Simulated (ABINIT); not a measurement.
An input for ABINIT 10.8.3 (AgBr (Fm-3m)):

```
acell 3*1.0 Angstrom
rprim 
  -0.000000000000 2.870150000000 2.870150000000
  2.870150000000 0.000000000000 2.870150000000
  2.870150000000 2.870150000000 0.000000000000
ntypat 2
znucl 47 35
natom 2
typat 1 2
xred 
  0.000000000000 0.000000000000 0.000000000000
  0.500000000000 0.500000000000 0.500000000000
pp_dirpath "pseudos"
pseudos "Ag.upf, Br.upf"
ecut 37
nspinor 2
ngkpt 4 4 4
nshiftk 1
shiftk 0 0 0
kptopt 1
chksymbreak 0
iscf -2
irdden 1
istwfk *1
nband 120
nbdbuf 10
tolwfr 1e-09
nstep 60
prtvol 0
indata_prefix "in"
outdata_prefix "out"
tmpdata_prefix "tmp"
```

The database entry behind the starting cell differs from later determinations by our own check (about 0.6 % short of the room-temperature cell), so it need not match the best structure at ambient conditions.

```sh
OMP_NUM_THREADS=1 mpirun -n 8 abinit run.abi > log
```

**Question.** How long will it take on 8 MPI ranks of Arm Neoverse V2, shared host, and how much memory?

It took 33 s; on shared hardware allow 17 s to 66 s. Peak host memory was 0.69 GiB.

[Paths, hosts, dates, memory and timing lines, banners, echoed tables and standing remarks are left out of the program output.]

[Logs are printed without paths, hosts, clocks, repeated set-up lines and the standing remarks that a program may print on its own settings, such as how far it seeks lower states.]

[Runs of the session that timed out or met a known fault of the program may be left out.]

[Hosts, paths, dates, database ids (printed as entryN), source tags and the programs' standing remarks are cut or masked in the printed files.]

[G0W0 gaps are taken among the corrected bands and points alone; a level outside them can change the order at an edge.]

[Where Ansatz stands beside ABINIT at settings called matched, ABINIT's density can come from a denser mesh and the files from another edition; pairs whose starting gaps differed by over 0.03 eV were left out, so agreement reads better than it is.]
